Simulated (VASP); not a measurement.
# TiN (Fm-3m) in VASP: further runs

One crystal, TiN, is run at these levels: PBE; tasks: relaxation of cell and atoms.

Program: VASP 6.6.1. These are calculated values, not measurements. Logs are shortened: lines on timing, memory, paths and dates and some standing lists are left out, and cuts for length are marked.

### Step 1. The structure

Symmetry: Fm-3m, No. 225, cubic system. Conventional cell: a = 4.238 Å, b = 4.238 Å, c = 4.238 Å, α = 90.00°, β = 90.00°, γ = 90.00°. Ti (site symmetry m-3m) is surrounded by 6 N at 2.12 Å. N (site symmetry m-3m) has 6 Ti at 2.12 Å as nearest neighbours.

### Step 2. Relaxation of cell and atoms, PBE

INCAR reads:

```
SYSTEM = TiN
  PREC = Accurate
  ENCUT = 520
  EDIFF = 1E-7
  ISMEAR = 0
  SIGMA = 0.02
  LREAL = .FALSE.
  LASPH = .TRUE.
  NELM = 80
  ALGO = Normal
  ISIF = 3
  LWAVE = .FALSE.
  LCHARG = .FALSE.
  GGA = PE
  IBRION = 2
  NSW = 80
  EDIFFG = -0.002
```

KPOINTS reads:

```
regular mesh
0
G
  12 12 12
  0 0 0
```

POSCAR reads:

```
TiN
1.0
    0.0000000000      2.1190000000      2.1190000000
    2.1190000000      0.0000000000      2.1190000000
    2.1190000000      2.1190000000      0.0000000000
Ti N
1 1
Direct
    0.0000000000      0.0000000000      0.0000000000
    0.5000000000      0.5000000000      0.5000000000
```

Potentials or basis: VASP PAW PBE potentials, release 64 (Ti, N).

Started as:

```sh
$ cat potpaw_PBE.64/Ti/POTCAR potpaw_PBE.64/N/POTCAR > POTCAR
$ mpirun -np 1 vasp_std > vasp.out
```

OUTCAR:

```text
SYSTEM = TiN
   PREC = Accurate
   ENCUT = 520
   EDIFF = 1E-7
   ISMEAR = 0
   LREAL = .FALSE.
   LASPH = .TRUE.
   NELM = 80
   ISIF = 3
   GGA = PE
   IBRION = 2
   NSW = 80
   EDIFFG = -0.002

 ion  position               nearest neighbor table
   1  0.000  0.000  0.000-   2 2.12   2 2.12   2 2.12   2 2.12   2 2.12   2 2.12
   2  0.500  0.500  0.500-   1 2.12   1 2.12   1 2.12   1 2.12   1 2.12   1 2.12

  LATTYP: Found a face centered cubic cell.
 ALAT       =     4.2380000000

  Lattice vectors:

 A1 = (   0.0000000000,   2.1190000000,   2.1190000000)
 A2 = (   2.1190000000,   0.0000000000,   2.1190000000)
 A3 = (   2.1190000000,   2.1190000000,   0.0000000000)

Analysis of symmetry for initial positions (statically):
=====================================================================
 Subroutine PRICEL returns:
 Original cell was already a primitive cell.

 Routine SETGRP: Setting up the symmetry group for a
 face centered cubic supercell.

 Subroutine GETGRP returns: Found 48 space group operations
 (whereof 48 operations were pure point group operations)
 out of a pool of 48 trial point group operations.

The static configuration has the point symmetry O_h .

Analysis of symmetry for dynamics (positions and initial velocities):
=====================================================================
 Subroutine PRICEL returns:
 Original cell was already a primitive cell.

 Routine SETGRP: Setting up the symmetry group for a
 face centered cubic supercell.

 Subroutine GETGRP returns: Found 48 space group operations
 (whereof 48 operations were pure point group operations)
 out of a pool of 48 trial point group operations.

The dynamic configuration has the point symmetry O_h .

 Subroutine INISYM returns: Found 48 space group operations
 (whereof 48 operations are pure point group operations),
 and found     1 'primitive' translations

----------------------------------------------------------------------------------------

                                     Primitive cell

  volume of cell :      19.0293

  direct lattice vectors                    reciprocal lattice vectors
     0.000000000  2.119000000  2.119000000    -0.235960359  0.235960359  0.235960359
     2.119000000  0.000000000  2.119000000     0.235960359 -0.235960359  0.235960359
     2.119000000  2.119000000  0.000000000     0.235960359  0.235960359 -0.235960359

  length of vectors
     2.996718539  2.996718539  2.996718539     0.408695330  0.408695330  0.408695330

  position of ions in fractional coordinates (direct lattice)
     0.000000000  0.000000000  0.000000000
     0.500000000  0.500000000  0.500000000

  ion indices of the primitive-cell ions
   primitive index   ion index
                 1           1
                 2           2

----------------------------------------------------------------------------------------

 KPOINTS: regular mesh

Automatic generation of k-mesh.
 Grid dimensions read from file:
 generate k-points for:   12   12   12

 Generating k-lattice:

  Cartesian coordinates                     Fractional coordinates (reciprocal lattice)
    -0.019663363  0.019663363  0.019663363     0.083333333  0.000000000  0.000000000
     0.019663363 -0.019663363  0.019663363     0.000000000  0.083333333  0.000000000
     0.019663363  0.019663363 -0.019663363     0.000000000  0.000000000  0.083333333

  Length of vectors
     0.034057944  0.034057944  0.034057944

  Shift w.r.t. Gamma in fractional coordinates (k-lattice)
     0.000000000  0.000000000  0.000000000

 Subroutine IBZKPT returns following result:
 ===========================================

 Found     72 irreducible k-points:

 Following reciprocal coordinates:
            Coordinates               Weight
  0.000000  0.000000  0.000000      1.000000
  0.083333  0.000000  0.000000      8.000000
  0.166667  0.000000  0.000000      8.000000
  0.250000  0.000000  0.000000      8.000000
  0.333333  0.000000  0.000000      8.000000
  0.416667  0.000000  0.000000      8.000000
[... 16 lines left out ...]
  0.500000  0.166667  0.000000     24.000000
 -0.416667  0.166667  0.000000     24.000000
 [... further k-points ...]
   k-points           NKPTS =     72   k-points in BZ     NKDIM =     72   number of bands    NBANDS=      8
   number of dos      NEDOS =    301   number of ions     NIONS =      2
   total plane-waves  NPLWV =  13824
   dimension x,y,z NGX =    24 NGY =   24 NGZ =   24
   dimension x,y,z NGXF=    48 NGYF=   48 NGZF=   48
   ions per type =               1   1
   NGX,Y,Z   is equivalent  to a cutoff of  13.31, 13.31, 13.31 a.u.
   NGXF,Y,Z  is equivalent  to a cutoff of  26.63, 26.63, 26.63 a.u.
 SYSTEM =  TiN
   PREC   = accura    normal or accurate (medium, high low for compatibility)
   ISTART =      0    job   : 0-new  1-cont  2-samecut
   ICHARG =      2    charge: 1-file 2-atom 10-const
   ISPIN  =      1    spin polarized calculation?
   LNONCOLLINEAR =      F non collinear calculations
   LSORBIT =      F    spin-orbit coupling
   LASPH  =      T    aspherical Exc in radial PAW
   ENCUT  =  520.0 eV  38.22 Ry    6.18 a.u.   5.57  5.57  5.57*2*pi/ulx,y,z
   NELM   =     80;   NELMIN=  2; NELMDL= -5     # of ELM steps
   EDIFF  = 0.1E-06   stopping-criterion for ELM
   LREAL  =      F    real-space projection
   EDIFFG = -.2E-02   stopping-criterion for IOM
   NSW    =     80    number of steps for IOM
   IBRION =      2    ionic relax: 0-MD 1-quasi-New 2-CG
   NFREE  =      1    steps in history (QN), initial steepest desc. (CG)
   ISIF   =      3    stress and relaxation
   ISYM   =      2    0-nonsym 1-usesym 2-fastsym
   POTIM  = 0.5000    time-step for ionic-motion
   TEBEG  =    0.0;   TEEND  =   0.0 temperature during run
   PSTRESS=    0.0 pullay stress
   NELECT =       9.0000    total number of electrons
   NUPDOWN=      -1.0000    fix difference up-down
   EMIN   =  10.00;   EMAX   =-10.00  energy-range for DOS
   EFERMI =   0.00;   METHOD = LEGACY
   ISMEAR =     0;   SIGMA  =   0.02  broadening in eV -4-tet -1-fermi 0-gaus
   EFERMI_NEDOS =   21; number of points for ismear=-14 and -15
   IALGO  =     38    algorithm
   IMIX   =      4    mixing-type and parameters
     AMIX     =   0.40;   BMIX     =  1.00
     AMIX_MAG =   1.60;   BMIX_MAG =  1.00
  volume/ion in A,a.u.               =       9.51        64.21
  Fermi-wavevector in a.u.,A,eV,Ry     =   1.275503  2.410351 22.135415  1.626907
  Thomas-Fermi vector in A             =   2.408211
   LORBIT       =      0    0 simple, 1 ext, 2 COOP (PROOUT), +10 PAW based schemes
   GGA     = PE    functional components
   LHFCALC =     F    Hartree Fock is set to
   AEXX    =    0.0000 exact exchange contribution
   IVDW    =     0    specifies the selected vdW correction
   LEPSILON=     F    determine dielectric tensor
   LRPA    =     F    only Hartree local field effects (RPA)
 conjugate gradient relaxation of ions
 non-spin polarized calculation
 Gauss-broadening in eV      SIGMA  =   0.02
  energy-cutoff  :      520.00
  volume of cell :       19.03
 maximum number of plane-waves:       532
 NGX is ok and might be reduce to    24
   NGX = 11   NGY = 11   NGZ = 11

--------------------------------------- Ionic step        1  -------------------------------------------

 number of electron       8.9999999 magnetization

 Free energy of the ion-electron system (eV)
  ---------------------------------------------------
  ext. energy  EPLUGINS =         0.00000000
  ---------------------------------------------------
  free energy    TOTEN  =       -19.44598362 eV

  energy without entropy =      -19.44564945  energy(sigma->0) =      -19.44581654

------------------------ aborting loop because EDIFF is reached ----------------------------------------

  FORCE on cell =-STRESS in cart. coord.  units (eV):
  Direction    XX          YY          ZZ          XY          YZ          ZX
  --------------------------------------------------------------------------------------
  -------------------------------------------------------------------------------------
  Total        0.4422231      0.4422231      0.4422231     -0.0000000      0.0000000      0.0000000
  in kB       37.2330969     37.2330969     37.2330969     -0.0000000      0.0000000      0.0000000
  external PRESSURE =      37.2330969 kB  Pullay stress =       0.0000000 kB
[... 57 lines left out ...]
  energy  without entropy=      -19.4415936168  energy(sigma->0) =      -19.44176208

--------------------------------------- Ionic step        3  -------------------------------------------

 number of electron       8.9999999 magnetization

 Free energy of the ion-electron system (eV)
  ---------------------------------------------------
  ext. energy  EPLUGINS =         0.00000000
  ---------------------------------------------------
  free energy    TOTEN  =       -19.44864812 eV

  energy without entropy =      -19.44831276  energy(sigma->0) =      -19.44848044

 E-fermi :   6.4217     XC(G=0): -12.5830

 val. band max:        6.3977095075   @ k =   0.1667   0.0000   0.0000
 cond. band min:       6.4241177670   @ k =   0.5000   0.2500   0.0833
 fundamental gap:      0.0264082595
 Fermi energy:         6.4216604191

 k-point     1 :       0.0000    0.0000    0.0000
  band No.  band energies     occupation
      1     -10.5299      2.00000
      2       4.5843      2.00000
      3       4.5843      2.00000
      4       4.5843      2.00000
      5       5.8410      2.00000
      6       5.8410      2.00000
      7       5.8410      2.00000
      8       6.9778      0.00000
[... 243 lines left out ...]
 k-point    24 :      -0.4167    0.1667    0.0000
  band No.  band energies     occupation
      1      -8.3947      2.00000
      2      -0.8920      2.00000
      3       1.1325      2.00000
      4       1.2939      2.00000
      5       7.6692      0.00000
      6       7.9619      0.00000
      7       8.4997      0.00000
      8      10.7731      0.00000

 [... further k-points ...]

------------------------ aborting loop because EDIFF is reached ----------------------------------------

  FORCE on cell =-STRESS in cart. coord.  units (eV):
  Direction    XX          YY          ZZ          XY          YZ          ZX
  --------------------------------------------------------------------------------------
  -------------------------------------------------------------------------------------
  Total        0.0008632      0.0008632      0.0008632     -0.0000000     -0.0000000      0.0000000
  in kB        0.0717969      0.0717969      0.0717969     -0.0000000     -0.0000000      0.0000000
  external PRESSURE =       0.0717969 kB  Pullay stress =       0.0000000 kB
[... 17 lines left out ...]
  FREE ENERGIE OF THE ION-ELECTRON SYSTEM (eV)
  ---------------------------------------------------
  free  energy   TOTEN  =       -19.4486481231 eV

  energy  without entropy=      -19.4483127609  energy(sigma->0) =      -19.44848044

 reached required accuracy - stopping structural energy minimisation
```

Run time: 21 s. Hardware: 1 thread of Intel Xeon Platinum 8488C (Sapphire Rapids), shared host; peak memory 0.15 GiB.

Results:

- Free energy: -19.4486 eV
- Relaxed volume: 9.63 Å³/atom
- Relaxed cell: a = 3.009 Å, b = 3.009 Å, c = 3.009 Å, α = 60.00°, β = 60.00°, γ = 60.00°
- Space group after relaxing (to 0.05 Å): Fm-3m (No. 225)
- Energy gained by relaxing: 1.3 meV/atom
- Ionic steps: 3
- Pressure after relaxing: 0.0 GPa
- Band gap on the k mesh: none (metal or under the smearing width)

Step by step:
| step | energy change (eV) | largest force (eV/Å) | pressure (GPa) | volume (Å³) |
| --- | --- | --- | --- | --- |
| 1 | 0.0000 | 0.0000 | 3.72 | 19.03 |
| 2 | 0.0041 | 0.0000 | -5.52 | 19.64 |
| 3 | -0.0027 | 0.0000 | 0.01 | 19.26 |

Final structure:
```
Ti N
1.0
     0.00000    2.12766    2.12766
     2.12766    0.00000    2.12766
     2.12766    2.12766    0.00000
Ti N
1 1
Direct
  0.00000 0.00000 0.00000
  0.50000 0.50000 0.50000
```

Levels at points of the mesh, in eV from the Fermi level:
```csv
k point,band 3,band 4,band 5,band 6,band 7,band 8
"(0.00, 0.00, 0.00)",-1.84,-1.84,-0.58,-0.58,-0.58,0.56
"(0.50, 0.00, 0.00)",-5.33,-5.33,1.63,1.63,2.32,5.62
"(0.50, 0.50, 0.00)",-3.06,-3.06,-2.95,1.58,2.31,2.31
```

### Step 3. Relaxation of cell and atoms, PBE

This run uses another cell than the first one, of 9.63 Å³/atom, 1.012 times its volume.

INCAR is that of step 2.

KPOINTS is that of step 2.

POSCAR reads:

```
TiN                                     
1.0
   -0.0000000000      2.1276636383      2.1276636383
    2.1276636383      0.0000000000      2.1276636383
    2.1276636383      2.1276636383     -0.0000000000
  Ti              N             
     1     1
Direct
     0.0000000000000000    0.0000000000000000    0.0000000000000000
     0.5000000000000000    0.5000000000000000    0.5000000000000000
```

Potentials or basis: VASP PAW PBE potentials, release 64 (Ti, N).

Started as:

```sh
$ cat potpaw_PBE.64/Ti/POTCAR potpaw_PBE.64/N/POTCAR > POTCAR
$ mpirun -np 1 vasp_std > vasp.out
```

Wall time 12 s (1 thread of Intel Xeon Platinum 8488C (Sapphire Rapids), shared host); peak memory 0.14 GiB.

It converged, with:

```
Free energy             : -19.4488 eV
Pressure after relaxing : 0.0 GPa
Band gap on the k mesh  : none (metal or under the smearing width)
```

Final structure:
```
Ti N
1.0
     0.00000    2.12766    2.12766
     2.12766    0.00000    2.12766
     2.12766    2.12766    0.00000
Ti N
1 1
Direct
  0.00000 0.00000 0.00000
  0.50000 0.50000 0.50000
```

Levels at points of the mesh, in eV from the Fermi level:
```tsv
k point	band 1	band 2	band 3	band 4	band 5	band 6	band 7	band 8
(0.00, 0.00, 0.00)	-16.95	-1.84	-1.84	-1.84	-0.58	-0.58	-0.58	0.56
(0.50, 0.00, 0.00)	-14.66	-7.89	-5.33	-5.33	1.63	1.63	2.32	5.62
(0.50, 0.50, 0.00)	-15.52	-5.71	-3.06	-3.06	-2.95	1.58	2.31	2.31
```

Caveat: the relaxation stopped at its first step, so nothing moved.
